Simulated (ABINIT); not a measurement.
# B (Pmmn) in ABINIT: reference runs

Reference runs on B: the cell as given and a disturbed copy.

Program: ABINIT 10.8.3 (patched build). These are calculated values, not measurements. Logs are shortened: lines on timing, memory, paths and dates and some standing lists are left out, and cuts for length are marked. The log counts tension as positive stress, the text compression.

## (1) The structure

Symmetry: Pmmn, No. 59, orthorhombic system. Conventional cell: a = 1.625 Å, b = 2.866 Å, c = 3.914 Å, α = 90.00°, β = 90.00°, γ = 90.00°. Around B (site symmetry mm2) lie 6 B at 1.62 to 1.86 Å.

The cell was built by a generator and needn't be a form met in nature.

## (2) Single point, PBE

File run.abi:

```
# Pseudopotentials
pp_dirpath "./"
pseudos "B.GGA_PBE-JTH.xml"

# Structure
acell 3*1.0 Angstrom
rprim
     1.6245600000     0.0000000000     0.0000000000
     0.0000000000     2.8661500000     0.0000000000
     0.0000000000     0.0000000000     3.9144000000
ntypat 1
znucl 5
natom 2
typat 1 1
xred
     0.0000000000     0.5000000000     0.6092600000
     0.5000000000     0.0000000000     0.3907400000
chkprim 0
chksymtnons 0
tolsym 1.0e-6

# Plane-wave basis
ecut 15.0
pawecutdg 30.0
pawxcdev 0
pawovlp 30

# k points
kptopt 1
ngkpt 16 9 7
nshiftk 1
shiftk 0.0 0.0 0.0

# Exchange and correlation
ixc 11

# Bands and occupations
nband 7
occopt 3
tsmear 0.05 eV

# SCF cycle
nstep 100
tolvrs 1.0e-9

# Output
iomode 3
prtwf 0
prtden 0
prteig 0
prtebands 0
enunit 1
```

Potentials or basis: JTH PAW PBE v2.0.

Launch:

```console
$ abinit run.abi > log 2>&1
```

run.abo:

```text
.Version 10.8.3 of ABINIT
 Symmetries : space group Pm m n (# 59); Bravais oP (primitive ortho.)
================================================================================
 Values of the parameters that define the memory need of the present run
     intxc =       0    ionmov =       0      iscf =      17    lmnmax =       8
     lnmax =       4     mgfft =      27  mpssoang =       2    mqgrid =    3001
     natom =       2  nloc_mem =       2    nspden =       1   nspinor =       1
    nsppol =       1      nsym =       8    n1xccc =       1    ntypat =       1
    occopt =       3   xclevel =       2
       mpw =         358          nfft =        6480          nkpt =         180
 PAW method is used; the additional fine FFT grid is defined by:
   mgfftf=        40    nfftf =     19200
================================================================================
================================================================================

--------------------------------------------------------------------------------
------------- Echo of variables that govern the present computation ------------
--------------------------------------------------------------------------------
 -outvars: echo values of preprocessed input variables --------
            acell      1.8897261259E+00  1.8897261259E+00  1.8897261259E+00 Bohr
              amu      1.08110000E+01
          chkprim           0
      chksymtnons           0
             ecut      1.50000000E+01 Hartree
           enunit           1
                       outvar_i_n : Printing only first  50 k-points.
              ixc          11
                       outvar_i_n : Printing only first  50 k-points.
         kptrlatt       16    0    0      0    9    0      0    0    7
          kptrlen      4.87461468E+01
            natom           2
            nband           7
            ngfft          12      20      27
          ngfftdg          16      30      40
             nkpt         180
            nstep         100
             nsym           8
           ntypat           1
                       prtocc : prtvol=0, do not print more k-points.
           occopt           3
        pawecutdg      3.00000000E+01 Hartree
          pawovlp      3.0000000000E+01
         pawxcdev           0
           prtden           0
        prtebands           0
           prteig           0
            prtwf           0
            rprim      1.6245600000E+00  0.0000000000E+00  0.0000000000E+00
                       0.0000000000E+00  2.8661500000E+00  0.0000000000E+00
                       0.0000000000E+00  0.0000000000E+00  3.9144000000E+00
          spgroup          59
           tolsym      1.00000000E-06
           tolvrs      1.00000000E-09
           tsmear      1.83746611E-03 Hartree
            typat      1  1
           useylm           1
                       outvars : Printing only first  50 k-points.
           xangst      0.0000000000E+00  1.4330750000E+00  2.3848873440E+00
                       8.1228000000E-01  0.0000000000E+00  1.5295126560E+00
            xcart      0.0000000000E+00  2.7081192679E+00  4.5067839213E+00
                       1.5349867376E+00  0.0000000000E+00  2.8903600259E+00
[... 121 lines left out ...]
 rms dE/dt=  1.1093E-03; max dE/dt=  1.9214E-03; dE/dt below (all hartree)
    1       0.000000000000      0.000000000000     -0.001921417158
    2       0.000000000000      0.000000000000      0.001921417158

 cartesian coordinates (angstrom) at end:
    1      0.00000000000000     1.43307500000000     2.38488734400000
    2      0.81228000000000     0.00000000000000     1.52951265600000

 cartesian forces (hartree/bohr) at end:
    1     -0.00000000000000    -0.00000000000000     0.00025975121907
    2     -0.00000000000000    -0.00000000000000    -0.00025975121907
 frms,max,avg= 1.4996744E-04 2.5975122E-04   0.000E+00  0.000E+00  0.000E+00 h/b

 cartesian forces (eV/Angstrom) at end:
    1     -0.00000000000000    -0.00000000000000     0.01335694472308
    2     -0.00000000000000    -0.00000000000000    -0.01335694472308
 frms,max,avg= 7.7116356E-03 1.3356945E-02   0.000E+00  0.000E+00  0.000E+00 e/A
 length scales=  1.889726125908  1.889726125908  1.889726125908 bohr
              =  1.000000000000  1.000000000000  1.000000000000 angstroms
 Fermi (or HOMO) energy (eV) =   5.02162   Average Vxc (eV)= -10.27577
 Eigenvalues (   eV  ) for nkpt= 180  k points:
 kpt#   1, nband=  7, wtk=  0.00099, kpt=  0.0000  0.0000  0.0000 (reduced coord)
 -11.10212   -0.84079   -0.29067    2.62980    7.97882   13.29602   16.45973
 prteigrs : prtvol=0 or 1, do not print more k-points.

--- !EnergyTerms
iteration_state     : {dtset: 1, }
comment             : Components of total free energy in Hartree
kinetic             :  3.49907348318846E+00
hartree             :  1.30060180904584E+00
xc                  : -2.25719625579226E+00
Ewald energy        : -4.89660355785719E+00
psp_core            :  4.09292090185921E-01
local_psp           : -4.21670343598640E+00
PAW spherical_terms :  4.74062650480696E-01
internal            : -5.68747321673493E+00
'-kT*entropy'       : -1.15128876882546E-04
total_energy        : -5.68758834561181E+00
total_energy_eV     : -1.54767163280583E+02
...

--- !EnergyTermsDC
iteration_state     : {dtset: 1, }
comment             : '"Double-counting" decomposition of free energy'
band_energy         : -4.94250535973901E-01
Ewald energy        : -4.89660355785719E+00
psp_core            :  4.09292090185921E-01
xc_dc               : -7.38520372137875E-01
PAW spherical_terms :  3.26095450027388E-02
internal            : -5.68747283078030E+00
'-kT*entropy'       : -1.15128876882546E-04
total_energy_dc     : -5.68758795965718E+00
total_energy_dc_eV  : -1.54767152778223E+02
...

--- !EnergyTermsWithPAWCore
iteration_state     : {dtset: 1, }
comment             : 'Components of total free energy, including PAW core contributions'
Total energy        : -4.96630650724373E+01
Total energy DC     : -4.96630646864827E+01
Total energy (eV)   : -1.35140084584538E+03
Total energy DC (eV): -1.35140083534302E+03
...

 Cartesian components of stress tensor (hartree/bohr^3)
  sigma(1 1)=  1.50825899E-05  sigma(3 2)=  0.00000000E+00
  sigma(2 2)= -5.83670698E-05  sigma(3 1)=  0.00000000E+00
  sigma(3 3)=  1.45695266E-05  sigma(2 1)=  0.00000000E+00

-Cartesian components of stress tensor (GPa)         [Pressure=  2.8161E-01 GPa]
- sigma(1 1)=  4.43745116E-01  sigma(3 2)=  0.00000000E+00
- sigma(2 2)= -1.71721848E+00  sigma(3 1)=  0.00000000E+00
- sigma(3 3)=  4.28650272E-01  sigma(2 1)=  0.00000000E+00

== END DATASET(S) ==============================================================
================================================================================

 -outvars: echo values of variables after computation  --------
            acell      1.8897261259E+00  1.8897261259E+00  1.8897261259E+00 Bohr
           etotal     -5.6875879597E+00
            fcart     -0.0000000000E+00 -0.0000000000E+00  2.5975121907E-04
                      -0.0000000000E+00 -0.0000000000E+00 -2.5975121907E-04
            rprim      1.6245600000E+00  0.0000000000E+00  0.0000000000E+00
                       0.0000000000E+00  2.8661500000E+00  0.0000000000E+00
                       0.0000000000E+00  0.0000000000E+00  3.9144000000E+00
           strten      1.5082589929E-05 -5.8367069794E-05  1.4569526619E-05
                       0.0000000000E+00  0.0000000000E+00  0.0000000000E+00
           xangst      0.0000000000E+00  1.4330750000E+00  2.3848873440E+00
                       8.1228000000E-01  0.0000000000E+00  1.5295126560E+00
             xred      0.0000000000E+00  5.0000000000E-01  6.0926000000E-01
                       5.0000000000E-01  0.0000000000E+00  3.9074000000E-01
 Calculation completed.
```

Run time: 11 s. Hardware: 1 thread of Arm Neoverse V1, shared host; peak memory 0.09 GiB.

What came out:

```yaml
Free_energy: -154.7672 eV
Pressure: 0.3 GPa
Largest_force: 0.013 eV/Å
Band_gap_on_the_k_mesh: none (metal or under the smearing width)
```

Forces in eV/Å, atoms in the order of the input:
```
B    0.000  0.000  0.013
B    0.000  0.000 -0.013
```

Caveat: this functional lacks dispersion, which binds the layers, so the pressure and a relaxed spacing across them are unreliable; the atomic spheres overlap.

## (3) Single point, PBE (atoms moved at random, drawn with an rms of 0.05 Å)

File run.abi:

```
pp_dirpath "./"
pseudos "B.GGA_PBE-JTH.xml"

acell 3*1.0 Angstrom
rprim
     1.6245600000     0.0000000000     0.0000000000
     0.0000000000     2.8661500000     0.0000000000
     0.0000000000     0.0000000000     3.9144000000
ntypat 1
znucl 5
natom 2
typat 1 1
xred
    -0.0000200000     0.5120920000     0.6158960000
     0.5140320000     0.0054650000     0.3975270000
chkprim 0
chksymtnons 0
tolsym 1.0e-6

ecut 408.170794 eV
pawecutdg 30.0
pawxcdev 0
pawovlp 30

kptopt 1
ngkpt 16 9 7
nshiftk 1
shiftk 0.0 0.0 0.0

ixc 11

nband 7
occopt 3
tsmear 0.05 eV

nstep 100
tolvrs 1.0e-9

iomode 3
prtwf 0
prtden 0
prteig 0
prtebands 0
enunit 2
```

Potentials or basis: JTH PAW PBE v2.0.

Launch:

```console
$ abinit run.abi > log 2>&1
```

run.abo:

```text
.Version 10.8.3 of ABINIT
 Symmetries : space group P-1 (#  2); Bravais aP (primitive triclinic)
================================================================================
 Values of the parameters that define the memory need of the present run
     intxc =       0    ionmov =       0      iscf =      17    lmnmax =       8
     lnmax =       4     mgfft =      27  mpssoang =       2    mqgrid =    3001
     natom =       2  nloc_mem =       2    nspden =       1   nspinor =       1
    nsppol =       1      nsym =       2    n1xccc =       1    ntypat =       1
    occopt =       3   xclevel =       2
       mpw =         358          nfft =        6480          nkpt =         505
 PAW method is used; the additional fine FFT grid is defined by:
   mgfftf=        40    nfftf =     19200
================================================================================
================================================================================

--------------------------------------------------------------------------------
------------- Echo of variables that govern the present computation ------------
--------------------------------------------------------------------------------
 -outvars: echo values of preprocessed input variables --------
            acell      1.8897261259E+00  1.8897261259E+00  1.8897261259E+00 Bohr
              amu      1.08110000E+01
          chkprim           0
      chksymtnons           0
             ecut      1.50000000E+01 Hartree
           enunit           2
                       outvar_i_n : Printing only first  50 k-points.
              ixc          11
                       outvar_i_n : Printing only first  50 k-points.
         kptrlatt       16    0    0      0    9    0      0    0    7
          kptrlen      4.87461468E+01
[... 212 lines left out ...]
total_energy_dc_eV  : -1.54763024829478E+02
...

--- !EnergyTermsWithPAWCore
iteration_state     : {dtset: 1, }
comment             : 'Components of total free energy, including PAW core contributions'
Total energy        : -4.96629130197035E+01
Total energy DC     : -4.96629129871644E+01
Total energy (eV)   : -1.35139670827971E+03
Total energy DC (eV): -1.35139670739428E+03
...

 Cartesian components of stress tensor (hartree/bohr^3)
  sigma(1 1)=  1.31081955E-05  sigma(3 2)=  4.13069643E-05
  sigma(2 2)= -6.41267107E-05  sigma(3 1)= -5.76895779E-05
  sigma(3 3)=  1.24897942E-05  sigma(2 1)=  4.94010695E-06

-Cartesian components of stress tensor (GPa)         [Pressure=  3.7785E-01 GPa]
- sigma(1 1)=  3.85656427E-01  sigma(3 2)=  1.21529285E+00
- sigma(2 2)= -1.88667297E+00  sigma(3 1)= -1.69728598E+00
- sigma(3 3)=  3.67462433E-01  sigma(2 1)=  1.45342964E-01

== END DATASET(S) ==============================================================
================================================================================

 -outvars: echo values of variables after computation  --------
            acell      1.8897261259E+00  1.8897261259E+00  1.8897261259E+00 Bohr
           etotal     -5.6874362603E+00
            fcart      4.4210419773E-03 -3.1515623606E-03  4.5776348210E-04
                      -4.4210419773E-03  3.1515623606E-03 -4.5776348210E-04
            rprim      1.6245600000E+00  0.0000000000E+00  0.0000000000E+00
                       0.0000000000E+00  2.8661500000E+00  0.0000000000E+00
                       0.0000000000E+00  0.0000000000E+00  3.9144000000E+00
           strten      1.3108195531E-05 -6.4126710714E-05  1.2489794221E-05
                       4.1306964271E-05 -5.7689577940E-05  4.9401069486E-06
           xangst     -3.2491200000E-05  1.4677324858E+00  2.4108633024E+00
                       8.3507582592E-01  1.5663509750E-02  1.5560796888E+00
             xred     -2.0000000000E-05  5.1209200000E-01  6.1589600000E-01
                       5.1403200000E-01  5.4650000000E-03  3.9752700000E-01
 Calculation completed.
```

Run time: 25 s. Hardware: 1 thread of Arm Neoverse V1, shared host; peak memory 0.11 GiB.

What came out:

```
Free energy            : -154.7630 eV
Pressure               : 0.4 GPa
Largest force          : 0.280 eV/Å
Band gap on the k mesh : none (metal or under the smearing width)
```

Forces on the atoms (eV/Å):
```
B    0.227 -0.162  0.024
B   -0.227  0.162 -0.024
```

Stress tensor (GPa, compression positive):
```
-0.39 -0.15  1.70
-0.15  1.89 -1.22
 1.70 -1.22 -0.37
```

Levels at points of the mesh, in eV from the Fermi level:
```
           k point  band 1  band 2  band 3  band 4  band 5  band 6
(0.00, 0.00, 0.00)  -16.13   -5.86   -5.31   -2.39    2.95    8.29
(0.50, 0.00, 0.00)   -7.09   -6.91    6.49    6.55    7.22    7.65
```

Caveat: the atomic spheres overlap.
